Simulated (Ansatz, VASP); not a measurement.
Two plane-wave programs on SnSe2

```
CELL_PARAMETERS angstrom
3.81100 0.00000 0.00000
-1.90550 3.30042 0.00000
0.00000 0.00000 6.13600
ATOMIC_POSITIONS crystal
Sn 0.00000 0.00000 0.00000
Se 0.33333 0.66667 0.24900
Se 0.66667 0.33333 0.75100
```

Alike in both runs: task single point; functional PBE; k mesh 12 × 12 × 4; no spin polarisation.

|  | VASP | Ansatz |
| --- | --- | --- |
| version | VASP 6.6.1 | Ansatz 0.2.0 |
| potentials or method | VASP PAW PBE potentials, release 64 (Sn_d, Se) | plane waves, PAW |
| plane-wave cutoff (eV) | 520 | 420 |
| occupations | gaussian, width 0.01 eV | fixed |
| valence electrons in the cell | 26 | 46 |

|  | VASP | Ansatz | Ansatz less VASP |
| --- | --- | --- | --- |
| gap on the k mesh at the Fermi level (eV) | 0.77 | 0.78 | +0.006 |

The two sets of potentials don't hold the same shells in valence.

Caveats: spin-orbit coupling is left out, which moves the levels of the heavy elements. A k mesh can miss the band edges.
